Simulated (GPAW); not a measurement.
Input of a GPAW 26.7.0 run:

The input run.py:

```python
from ase.eos import EquationOfState
from ase.io import Trajectory, read
from ase.units import GPa
from gpaw import GPAW, PW, setup_paths

setup_paths.insert(0, '.')

atoms = read('Sb.cif')

traj = Trajectory('eos.traj', 'w')
volumes, energies = [], []
for x in [0.94, 0.96, 0.98, 1.0, 1.02, 1.04, 1.06]:
    a = atoms.copy()
    a.set_cell(atoms.cell * x**(1 / 3), scale_atoms=True)
    calc = GPAW(mode=PW(600),
                xc='PBE',
                kpts={'size': (5, 5, 5), 'gamma': True},
                occupations={'name': 'fermi-dirac', 'width': 0.05},
                nbands=25,
                convergence={'density': 1e-05, 'energy': 1e-05},
                maxiter=150,
                txt=f'eos-{x:.2f}.txt')
    a.calc = calc
    energies.append(a.get_potential_energy(force_consistent=True))
    volumes.append(a.get_volume())
    p = -a.get_stress()[:3].mean() / GPa
    calc.write(f'eos-{x:.2f}.gpw')
    traj.write(a)
    print(f'{x:.2f} {volumes[-1]:10.4f} A^3 {energies[-1]:14.6f} eV {p:9.3f} GPa', flush=True)

v0, e0, B = EquationOfState(volumes, energies, eos='birchmurnaghan').fit()
print(f'V0 = {v0:.4f} A^3, E0 = {e0:.6f} eV, B0 = {B / GPa:.2f} GPa')
```

File Sb.cif:

```cif
data_Sb
_cell_length_a 4.50666183
_cell_length_b 4.50666183
_cell_length_c 4.50666183
_cell_angle_alpha 57.11017317
_cell_angle_beta 57.11017317
_cell_angle_gamma 57.11017317
_space_group_name_H-M_alt 'P1'
_space_group_name_Hall 'P 1'
_space_group_IT_number 1
loop_
_space_group_symop_operation_xyz
'x,y,z'
loop_
_atom_site_label
_atom_site_type_symbol
_atom_site_symmetry_multiplicity
_atom_site_Wyckoff_symbol
_atom_site_fract_x
_atom_site_fract_y
_atom_site_fract_z
_atom_site_occupancy
Sb1 Sb 1 a 0.7665100000 0.7665100000 0.7665100000 1
Sb2 Sb 1 a 0.2334900000 0.2334900000 0.2334900000 1
```

Potentials or basis: PAW data sets generated in the run's folder for this functional, pw.

Command:

```sh
$ gpaw-setup -f PBE Sb
$ OMP_NUM_THREADS=1 python run.py
```

**Question.** Estimate the bulk modulus at fixed shape and positions.

**Answer.** 52 GPa.

**Question.** What does it give for the pressure derivative of the bulk modulus?

**Answer.** 4.5.

**Question.** Predict the equilibrium volume.

**Answer.** 31.47 Å³/atom.

Energy against volume, from the lowest point:
| volume (Å³/atom) | energy (meV/atom) |
| --- | --- |
| 28.393 | 59.10 |
| 28.998 | 36.70 |
| 29.602 | 20.16 |
| 30.206 | 8.89 |
| 30.810 | 2.32 |
| 31.414 | 0.00 |
| 32.018 | 1.50 |

Caveat: the cell was scaled at fixed shape and fractional positions, which overstates the stiffness of a crystal with free parameters, most of all of layers and chains. The run has no spin-orbit coupling, so splittings on Sb are missing.
